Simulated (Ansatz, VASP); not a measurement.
# Pt in VASP and in Ansatz

File INCAR:

```
SYSTEM = Pt
ALGO = Fast
EDIFF = 1E-6
ENCUT = 520
GGA = PS
ISIF = 2
ISMEAR = 0
LASPH = .TRUE.
LCHARG = .FALSE.
LREAL = .FALSE.
LWAVE = .FALSE.
NBANDS = 11
NELM = 60
PREC = Accurate
SIGMA = 0.15
```

The input KPOINTS:

```
k-points
0
G
  26 26 26
  0 0 0
```

Contents of POSCAR:

```
Pt
1.0
   -1.6072847192      1.6072847192      1.5838776602
    1.6072847192     -1.6072847192      1.5838776602
    1.6072847192      1.6072847192     -1.5838776602
Pt
1
Direct
    0.0000000000      0.0000000000      0.0000000000
```

Input for Ansatz:

```yaml
crystal:
  lattice:
    - [-1.6072847192, 1.6072847192, 1.5838776602]
    - [1.6072847192, -1.6072847192, 1.5838776602]
    - [1.6072847192, 1.6072847192, -1.5838776602]
  atoms:
    - { symbol: Pt, position: [0.0, 0.0, 0.0] }
basis:
  ecutwfc: 420
kpoints:
  mp_grid: { grid: [26, 26, 26] }
hamiltonian:
  xc: pbesol
scf:
  occupations: { method: gaussian, width: 0.15 }
output:
  forces: true
  stress: true
  eigenvalues: true
```

Change from the starting cell: strain +0.030 along x and y, +0.015 along z, atoms carried along.

Alike in both runs: task single point; functional PBEsol; k mesh 26 × 26 × 26; occupations gaussian, width 0.15 eV; no spin polarisation.

|  | VASP | Ansatz |
| --- | --- | --- |
| version | VASP 6.6.1 | Ansatz 0.2.0 |
| potentials or method | VASP PAW PBE potentials, release 64 (Pt) | scalar-relativistic, plane waves, PAW |
| plane-wave cutoff (eV) | 520 | 420 |
| valence electrons in the cell | 10 | 18 |

|  | VASP | Ansatz | Ansatz less VASP |
| --- | --- | --- | --- |
| gap on the k mesh at the Fermi level (eV) | none | none | - |
| pressure (GPa) | -17.0 | -16.7 | +0.34 |
| largest component of the traceless stress (GPa) | 0.85 | 0.86 | +0.003 |

A gap of «none» marks a metal or a gap that the smearing closes. The two sets of potentials don't hold the same shells in valence.

Caveats: so large a pressure means that the cell lies far from this level's equilibrium, or that cutoff or potentials fall short (VASP); the potentials were made for another functional, which shifts forces and pressure (VASP). Spin-orbit coupling is left out, which matters for the levels of Pt.
